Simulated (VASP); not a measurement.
A calculation with VASP 6.6.1 of Si2Ni (ASE script, structure by space group and Wyckoff sites):

The input run.py:

```python
from ase.calculators.vasp import Vasp
from ase.dft.bandgap import bandgap
from ase.spacegroup import crystal

atoms = crystal(
    ['Ni', 'Si'],
    basis=[[0.0, 0.0, 0.0], [0.25, 0.25, 0.75]],
    spacegroup=225,
    setting=1,
    cellpar=[5.406, 5.406, 5.406, 90.0, 90.0, 90.0],
    primitive_cell=True,
)
atoms.set_initial_magnetic_moments([1.0, 0.0, 0.0])
calc = Vasp(
    directory='calc',
    xc='rpbe',
    pp='PBE',
    setups={'base': 'minimal', 'Ni': '_GW', 'Si': '_GW'},
    prec='Accurate',
    encut=550,
    ediff=1e-06,
    ismear=0,
    sigma=0.02,
    lreal=False,
    lasph=True,
    nelm=150,
    algo='Normal',
    isif=2,
    lwave=False,
    lcharg=True,
    ispin=2,
    lorbit=11,
    lmaxmix=4,
    lelf=True,
    lvhar=True,
    kpts=[9, 9, 9],
    gamma=True,
)
atoms.calc = calc

print('energy (eV):', atoms.get_potential_energy())
print('free energy (eV):', atoms.get_potential_energy(force_consistent=True))
print('forces (eV/A):')
print(atoms.get_forces())
print('stress (eV/A^3, Voigt):', atoms.get_stress())
print('Fermi level (eV):', calc.get_fermi_level())
print('moment (muB):', atoms.get_magnetic_moment())
print('site moments (muB):', atoms.get_magnetic_moments())
gap, top, bottom = bandgap(calc)
print('band gap (eV):', gap, 'from (spin, k, band)', top, 'to', bottom)
```

Potentials or basis: VASP PAW PBE potentials, release 64 (Ni_GW, Si_GW).

The run is started by

```console
$ python run.py
```

Question: Write the same calculation in another form: ASE script, Cartesian positions.

Answer: As run:

The input run.py:

```python
from ase.calculators.vasp import Vasp
from ase.dft.bandgap import bandgap
from ase.io import read

atoms = read('Si2Ni.xyz')
atoms.set_initial_magnetic_moments([1.0, 0.0, 0.0])
calc = Vasp(
    directory='calc',
    xc='rpbe',
    pp='PBE',
    setups={'base': 'minimal', 'Ni': '_GW', 'Si': '_GW'},
    prec='Accurate',
    encut=550,
    ediff=1e-06,
    ismear=0,
    sigma=0.02,
    lreal=False,
    lasph=True,
    nelm=120,
    algo='Normal',
    isif=2,
    lwave=False,
    lcharg=False,
    ispin=2,
    lorbit=11,
    lmaxmix=4,
    kpts=[9, 9, 9],
    gamma=True,
)
atoms.calc = calc

print('energy (eV):', atoms.get_potential_energy())
print('free energy (eV):', atoms.get_potential_energy(force_consistent=True))
print('forces (eV/A):')
print(atoms.get_forces())
print('stress (eV/A^3, Voigt):', atoms.get_stress())
print('Fermi level (eV):', calc.get_fermi_level())
print('moment (muB):', atoms.get_magnetic_moment())
print('site moments (muB):', atoms.get_magnetic_moments())
gap, top, bottom = bandgap(calc)
print('band gap (eV):', gap, 'from (spin, k, band)', top, 'to', bottom)
```

Contents of Si2Ni.xyz:

```xyz
3
Lattice="0.0000000000 2.7030000000 2.7030000000 2.7030000000 0.0000000000 2.7030000000 2.7030000000 2.7030000000 0.0000000000" Properties=species:S:1:pos:R:3 pbc="T T T"
Ni     0.0000000000      0.0000000000      0.0000000000
Si     4.0545000000      4.0545000000      4.0545000000
Si     1.3515000000      1.3515000000      1.3515000000
```

Potentials or basis: VASP PAW PBE potentials, release 64 (Ni_GW, Si_GW).

The run is started by

```console
$ python run.py
```

Both were run:

|  | ASE script, structure by space group and Wyckoff sites | ASE script, Cartesian positions |
| --- | --- | --- |
| Pressure | 6.2 GPa | 6.2 GPa |
| Band gap on the k mesh | none (metal or under the smearing width) | none (metal or under the smearing width) |
| Net moment | 0.00 μB per cell | 0.00 μB per cell |
| Valence electrons inside the program's atomic spheres | Ni 9.71; Si 1.67 | Ni 9.71; Si 1.67 |

Keys that steer only the numerical path or the files written may differ.

Caveat: the PAW data sets were made with another functional, which shifts forces and pressure a little.
